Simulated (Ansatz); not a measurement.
ZnS: from supercell energies to defect levels (H interstitial)

Theory: Ansatz 0.2.0, DFT PBE, scalar-relativistic, plane waves, PAW. Run with 420 eV cutoff, 2×2×2 k-mesh, shifted by half a step, Gaussian smearing of 0.01 eV, collinear spin in charge 0 alone.

Host crystal, relaxed:

```cif
data_structure
_symmetry_space_group_name_H-M 'P 1'
_symmetry_Int_Tables_number 1
_cell_length_a 3.8441
_cell_length_b 3.8441
_cell_length_c 6.3046
_cell_angle_alpha 90.000
_cell_angle_beta 90.000
_cell_angle_gamma 120.000
_cell_volume 80.68
loop_
_atom_site_label
_atom_site_type_symbol
_atom_site_fract_x
_atom_site_fract_y
_atom_site_fract_z
_atom_site_occupancy
Zn1 Zn 0.33333 0.66667 0.00027 1
Zn2 Zn 0.66667 0.33333 0.50027 1
S1 S 0.33333 0.66667 0.37473 1
S2 S 0.66667 0.33333 0.87473 1
```

The H interstitial was set at (0.000, 0.000, 0.179) of the host cell, in a supercell of 36 sites (726 Å³), relaxed at fixed cell in each charge q, from a start with the atoms near it displaced at random. In charges +1, 0, -1 some atom moved by up to 2.2 Å, so the relaxed defect can differ in kind from the start: near the site, 3 Zn at 2.49 Å, 3 S at 2.54 Å, 3 S at 2.93 Å became 1 S at 1.35 Å, 1 Zn at 2.20 Å, 2 Zn at 3.01 Å, 1 Zn at 3.02 Å (charge +1); 1 Zn at 1.89 Å (charge 0); 1 Zn at 1.75 Å, 1 Zn at 1.76 Å (charge -1). The host's Kohn–Sham gap is 2.08 eV and its static dielectric constant 9.2 (mean). For each charge: the supercell's free energy over the neutral one with q electrons exchanged at the valence band top, F(q) − F(0) + qE_v; the image-charge term; and the term that aligns the potential far from the defect with the host's.

| q | F(q) − F(0) + qE_v (eV) | image charge (eV) | alignment (eV) |
| --- | --- | --- | --- |
| +1 | -2.407 | 0.248 | -0.012 |
| 0 | 0.000 | 0.000 | 0.000 |
| -1 | 0.873 | 0.248 | -0.106 |

Question: Add the terms and find the levels between neighbouring charges, ε(q/q′) = [A(q′) − A(q)]/(q − q′), with and without the two corrections.

Answer: A(q): -2.170 eV for +1, 0.000 eV for 0, 1.016 eV for -1.
```json
{"level": "(+1/0)", "corrected (eV over E_v)": "2.17", "uncorrected (eV)": "2.41"}
{"level": "(0/-1)", "corrected (eV over E_v)": "1.02", "uncorrected (eV)": "0.87"}
```

As a check, a point charge in a simple cubic cell of this volume has q²αe²/(2εL) = 0.247 q² eV (e² = 14.40 eV Å, α = 2.837, L = 8.99 Å); the shape of the real cell and the anisotropy of ε can change it somewhat. The term grows as q², so it pushes donor levels down and acceptor levels up.

Question: Which of these charges is lowest with the Fermi level at the valence band top, at mid-gap and at the conduction band bottom?

Answer: The line A(q) + qE_F that lies lowest gives the charge: +1 at E_F = 0.00 eV, +1 at E_F = 1.04 eV, -1 at E_F = 2.08 eV. The level (+1/0) lies above (0/-1), so charge 0 is never the lowest: a negative-U pattern, with a direct (+1/-1) level at 1.59 eV. (+1/0) falls outside this Kohn–Sham gap, so the change of charge isn't reached within it; the real gap is usually wider and may hold a localised level, while a level that comes from a carrier in the host's bands only marks the band edge and moves with it. Charges beyond those computed could lie lower near the band edges.

Question: The neutral defect forms at 2.30 eV with atoms taken from and returned to the elements. What are the formation energies at those three Fermi levels, and what share of sites would hold the defect at 1200 K with E_F at mid-gap, if the host still stood at that temperature?

Answer: E_f = E_f(0) + A(q) + qE_F = 0.13, 1.17, 1.23 eV. In the dilute limit the share is exp(−E_f/k_BT) = exp(−1.168/0.1034) = 1.2×10⁻⁵, leaving out degeneracy and vibrational entropy. This is the H-rich limit; a poorer supply of H, or a competing compound of it, raises E_f. The small cell and the narrow Kohn–Sham gap leave errors of tenths of an eV or more, which change the share by orders of magnitude.

Interstitial hydrogen is amphoteric here: it is a donor when the Fermi level is low and an acceptor when it is high, with the changeover in the upper part of the gap. The geometries show why. The proton has no electrons of its own and bonds to a sulfur lone pair at 1.35 Å, a normal S–H bond length, whereas hydride sits between two zinc cations at 1.75 and 1.76 Å, where the electrostatic attraction is strongest. The neutral atom has neither option, and its only listed neighbour, a zinc at 1.89 Å, is weakly bound at best. Relaxation in the two charged states thus probably outweighs the repulsion between the paired electrons, which gives the negative U.

Hydrogen should therefore counteract the prevailing doping, compensating acceptors in p-type material and donors in n-type. A lower-lying neutral geometry, if one was missed, would weaken the negative U but leave the direct (+1/-1) level at 1.59 eV unchanged, since the neutral energy cancels from it.
